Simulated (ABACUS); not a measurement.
Write the native input for ABACUS 3.10.1 that does the following.

- Task: band structure
- Functional: PBEsol
- Potentials or basis: GBRV ultrasoft 1.5 PBEsol
- Cutoff: 544 eV
- Density cutoff: 4354 eV
- Basis: plane waves
- Occupations: fermi-dirac, width 0.05 eV
- Spin: no spin polarisation
- Radial cutoff of the potentials (pseudo_rcut): 10 bohr
- Threshold of the eigensolver: 1e-07 Ry
- Density: read from an earlier self-consistent run
- Path: G-H-N-G-P-H, P-N
- Points for each segment of the path: 10
- SCF threshold on the density: 1e-08
- Max SCF steps: 100
- Eigensolver: dav
- Mixing: broyden
- Mixing share: 0.7
- Symmetry key: -1

Mo:

```
Mo
1.0
     2.74324    0.00000    0.00000
    -0.91441    2.58635    0.00000
    -0.91441   -1.29317    2.23984
Mo
1
Cartesian
  0.0000 0.0000 0.0000
```

These files were run (other wordings do the same):

INPUT

```
INPUT_PARAMETERS
suffix              Mo
calculation         nscf
basis_type          pw
pseudo_dir          ./
symmetry            -1
dft_functional      pbesol
ecutwfc             40.0
pseudo_rcut         10
nspin               1
nbands              17
ks_solver           dav
smearing_method     fd
smearing_sigma      0.00367493
scf_thr             1e-08
scf_nmax            100
mixing_type         broyden
mixing_beta         0.7
ecutrho             320.0
init_chg            file
pw_diag_thr         1e-07
out_band            1
kpar                4
```

STRU

```
ATOMIC_SPECIES
Mo 95.9500 mo_pbesol_v1.uspp.F.UPF

LATTICE_CONSTANT
1.8897261246

LATTICE_VECTORS
2.7432376100 0.0000000000 0.0000000000
-0.9144125365 2.5863492220 0.0000000000
-0.9144125365 -1.2931746106 2.2398441295

ATOMIC_POSITIONS
Direct

Mo
0.0
1
0.0000000000 0.0000000000 0.0000000000 1 1 1
```

KPT

```
K_POINTS
8
Line
0.00000000 0.00000000 0.00000000 10 // G
0.50000000 -0.50000000 0.50000000 10 // H
0.00000000 0.00000000 0.50000000 10 // N
0.00000000 0.00000000 0.00000000 10 // G
0.25000000 0.25000000 0.25000000 10 // P
0.50000000 -0.50000000 0.50000000 1 // H
0.25000000 0.25000000 0.25000000 10 // P
0.00000000 0.00000000 0.50000000 1 // N
```

Potentials or basis: GBRV ultrasoft 1.5 PBEsol, plane waves.

The run is started by

```sh
$ OMP_NUM_THREADS=1 mpirun -np 4 abacus > log
```

Wall time 1.4 s on 4 MPI ranks on Intel(R) Xeon(R) Platinum 8488C (Sapphire Rapids), with other jobs on the host, peak memory 0.36 GiB a rank.
